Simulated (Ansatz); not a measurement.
Se (beta tin type), DFT, PBE, PAW with Ansatz's default frozen-core files, scalar-relativistic (Ansatz 0.2.0), on 1 thread of Intel(R) Xeon(R) 6975P-C (Granite Rapids) (shared host).

Command: `ansatz run input.yaml --threads 1 --pin off --max-ram 2048MiB --backend cpu --events-out ev --progress --plain --runs-dir out`

```yaml
crystal:
  lattice:
    - [-2.8778794535, 2.8778794535, 1.3702043506]
    - [2.8778794535, -2.8778794535, 1.3702043506]
    - [2.8778794535, 2.8778794535, -1.3702043506]
  atoms:
    - { symbol: Se, position: [-0.375, -0.125, -0.25] }
    - { symbol: Se, position: [0.375, 0.125, 0.25] }
kpoints:
  mp_grid: { grid: [16, 16, 16] }
  band_path:
    path:
      - [0.0, 0.0, 0.0]
      - [0.0, 0.0, 0.5]
      - [-0.5, 0.5, 0.5]
      - [0.0, 0.0, 0.0]
      - [0.3066716028, 0.3066716028, -0.3066716028]
      - [-0.3066716028, 0.6933283972, 0.3066716028]
      - [-0.5, 0.5, 0.5]
      - [0.0, 0.0, 0.5]
      - [0.25, 0.25, 0.25]
    npoints: 8
scf:
  occupations: { method: fermi_dirac, width: 0.1 }
hamiltonian:
  xc: pbe
  pseudopotentials: { kind: paw }
output:
  forces: true
  stress: true
  eigenvalues: true
  populations: true
  dos: { projected: true, de: 0.2, e_range: [-14, 8] }
```

Problem. How large is the problem that the program sets up?

Solution. 349 irreducible k-points, 901 plane waves at Γ, 20 bands.

Problem. About how long does it take, and how much memory?

Solution. 10 s of wall time for 7 SCF iterations, with a peak of 0.55 GiB. Times on shared machines scatter by tens of per cent.
